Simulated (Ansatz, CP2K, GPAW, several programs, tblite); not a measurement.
RuSi (P2_13): methods side by side

An 8-atom cell of RuSi (P2_13) from a materials database, relaxed with r2SCAN in Ansatz, was computed with several methods. Space group P2_13 (No. 198), cubic; a = 4.705 Å in the conventional setting, 13.02 Å³ an atom. Si is surrounded by 7 Ru at 2.38–2.70 Å; Ru is surrounded by 7 Si at 2.38–2.70 Å. (Simulation; spin polarisation is off.)

```
Si Ru
1.0
     4.70482    0.00000    0.00000
     0.00000    4.70482    0.00000
     0.00000    0.00000    4.70482
Si Ru
4 4
Direct
  0.16242 0.33758 0.66242
  0.33758 0.66242 0.16242
  0.66242 0.16242 0.33758
  0.83758 0.83758 0.83758
  0.87060 0.62940 0.37060
  0.62940 0.37060 0.87060
  0.37060 0.87060 0.62940
  0.12940 0.12940 0.12940
```

Gaps and times are for a single point on this cell; volume and bulk modulus come from each method's own relaxation or energy curve at fixed shape, which is too stiff where a cell has free coordinates or axes. Times are rough, from shared hosts (Arm Neoverse V1), and each method has its own mesh and cell size. A double dagger marks a value from a curve with shape and coordinates held. GFN1-xTB (tblite), GFN2-xTB (tblite) treat a cluster of cells at its zone centre, which samples few k points: where these miss a band edge, the gap comes out too large for that reason alone. Gaps from k meshes are read at a limited set of points (mesh, symmetry points, PBE's band edges), so each method's own least gap may be somewhat smaller. xTB and the PM methods were fitted mostly to molecules, and can miss a solid's gap by electronvolts. Minimal bases can be far off for gaps. GLLB-SC's gap includes the derivative discontinuity. d marks a direct gap, i an indirect one (no mark: not told apart), a dash a value that wasn't computed or didn't pass its checks.

```
                              method              kind  gap (eV)  own volume (Å³/atom)  bulk modulus (GPa)  atoms computed  processor time
light PBE (260 eV and a coarse mesh)  light plane-wave    0.20 i                     –                   –               8           2.2 s
                   GFN1-xTB (tblite)     tight binding      0.31                     –                   –              64             6 s
                                 PBE         semilocal    0.22 i                 13.28                242‡               8            15 s
                   GFN2-xTB (tblite)     tight binding      0.31                     –                   –              64            15 s
                      PBE/SZV (CP2K)       small basis    0.19 i                     –                   –               8            23 s
                              r2SCAN         semilocal    0.29 i                 13.02                262‡               8            34 s
                      GLLB-SC (GPAW)   model potential      0.28                     –                   –               8            73 s
                     PBE/DZVP (CP2K)       small basis    0.23 i                13.32‡                238‡               8           100 s
```

Against r2SCAN (0.29 eV) and with closed or daggered gaps left aside, the nearest gap at the points sampled is that of GLLB-SC (GPAW) (-0.01 eV) and the farthest that of PBE/SZV (CP2K) (-0.10 eV). r2SCAN is only a yardstick of convenience: semilocal gaps usually lie below measured ones, which GLLB-SC and hybrids aim to mend.

Volumes against r2SCAN's: PBE +2.0 %.

Runs without a result: PM7 (MOPAC) (single point, out of time).

Spin-orbit coupling is left out.
